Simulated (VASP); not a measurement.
Write the native input for VASP 6.6.1 that does the following.

| Property | Result |
| --- | --- |
| Task | single point |
| Functional | PBE |
| Dispersion | D3(BJ) |
| Potentials or basis | VASP PAW PBE potentials, release 64 (Sn_d, Te) |
| Cutoff | 520 eV |
| k mesh | 12 × 12 × 12 |
| Occupations | gaussian, width 0.15 eV |
| Spin | no spin polarisation |
| Dipole correction | no |
| Further INCAR settings | ALGO = Fast; EDIFF = 1e-06; NBANDS = 17 |

The structure of SnTe lies in POSCAR:

```
SnTe
1.0
    3.9047000000      0.0000000000      0.0000000000
    0.0000000000      3.9047000000      0.0000000000
    0.0000000000      0.0000000000      3.9047000000
Sn Te
1 1
Direct
    0.0000000000      0.0000000000      0.0000000000
    0.5000000000      0.5960381079      0.5000000000
```

Measurements of this composition are mostly on another form, of space group No. 225.

The cell isn't the ideal one: all Te atoms moved +0.375 Å, as atom 2 along Cartesian [0 1 0].

The input as run:

INCAR

```
SYSTEM = SnTe
ALGO     = Fast           ! electronic algorithm
EDIFF    = 1E-6           ! SCF threshold, eV
ENCUT    = 520            ! plane-wave cutoff, eV
GGA      = PE             ! functional
ISIF     = 2              ! what is computed and relaxed
ISMEAR   = 0              ! smearing method
IVDW     = 12             ! dispersion correction
LASPH    = .True.         ! aspherical terms in the spheres
LCHARG   = .False.        ! write CHGCAR
LREAL    = .False.        ! projectors in reciprocal space
LWAVE    = .False.        ! write WAVECAR
NBANDS   = 17             ! bands
NELM     = 100            ! most SCF steps
PREC     = Accurate       ! precision mode
SIGMA    = 0.15           ! smearing width, eV
```

KPOINTS

```
k-points
0
Gamma
  12 12 12
  0 0 0
```

Potentials or basis: VASP PAW PBE potentials, release 64 (Sn_d, Te).

Command:

```bash
$ cat potpaw_PBE.64/Sn_d/POTCAR potpaw_PBE.64/Te/POTCAR > POTCAR
$ mpirun -np 1 vasp_std > vasp.out
```

It gave:

The pressure is -1.1 GPa. The largest force is 0.046 eV/Å, the band gap on the k mesh is none (metal or under the smearing width) and the dispersion energy per atom is -0.418 eV.

Caveat: pairwise dispersion overbinds metals, which lowers pressure and volume.

It took 64 s on 1 thread of Intel(R) Xeon(R) 6975P-C (Granite Rapids), on a shared host, peak memory 0.33 GiB.
